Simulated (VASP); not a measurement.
# Pt: relaxation of cell and atoms with r2SCAN

Pt:

```
Pt
1.0
    -1.58422    1.58422    1.58422
     1.58422   -1.58422    1.58422
     1.58422    1.58422   -1.58422
Pt
1
Direct
  0.00000 0.00000 0.00000
```

This isn't the form of Pt at room conditions, which is fcc.

```json
{"Program": "VASP 6.6.1", "Task": "relaxation of cell and atoms", "Functional": "r2SCAN", "Potentials or basis": "VASP PAW PBE potentials, release 64 (Pt)", "Cutoff": "600 eV", "k mesh": "10 × 10 × 10", "Occupations": "fermi-dirac, width 0.05 eV", "Spin": "no spin polarisation", "Ladder": "gaps", "Further INCAR settings": "ALGO = Normal; EDIFF = 1e-06; IBRION = 2; EDIFFG = -0.01; NSW = 40; ISIF = 3"}
```

```
Relaxed volume                         : 15.52 Å³/atom
Relaxed cell                           : a = 2.722 Å, b = 2.722 Å, c = 2.722 Å, α = 109.47°, β = 109.47°, γ = 109.47°
Space group after relaxing (to 0.05 Å) : Im-3m (No. 229)
Energy gained by relaxing              : 7.4 meV/atom
Ionic steps                            : 4
Pressure after relaxing                : 0.0 GPa
Band gap on the k mesh                 : none (metal or under the smearing width)
```

The path:
| step | energy change (eV) | largest force (eV/Å) | pressure (GPa) | volume (Å³) |
| --- | --- | --- | --- | --- |
| 1 | 0.0000 | 0.0000 | -5.95 | 15.90 |
| 2 | 0.0450 | 0.0000 | 19.11 | 14.58 |
| 3 | -0.0074 | 0.0000 | -0.14 | 15.53 |
| 4 | -0.0074 | 0.0000 | 0.01 | 15.52 |

Final structure:
```
Pt
1.0
    -1.57142    1.57142    1.57142
     1.57142   -1.57142    1.57142
     1.57142    1.57142   -1.57142
Pt
1
Direct
  0.00000 0.00000 0.00000
```

Levels at points of the mesh, in eV from the Fermi level:
```csv
k point,band 2,band 3,band 4,band 5,band 6,band 7,band 8,band 9
"(0.00, 0.00, 0.00)",-3.85,-3.85,-3.85,-1.29,-1.29,17.94,17.94,17.94
"(0.50, 0.00, 0.00)",-5.36,-1.46,-0.96,0.25,0.99,6.63,13.93,16.63
"(0.50, 0.50, 0.50)",-6.64,0.43,0.43,0.43,8.01,8.01,8.01,13.58
```

Run time: 100 s on 1 thread of AMD EPYC 7R43 64-Core Processor (Zen 3) (shared host), peak memory 0.12 GiB.

Caveat: the PAW data sets were made with another functional, which shifts forces and pressure a little. The run has no spin-orbit coupling, so splittings on Pt are missing.
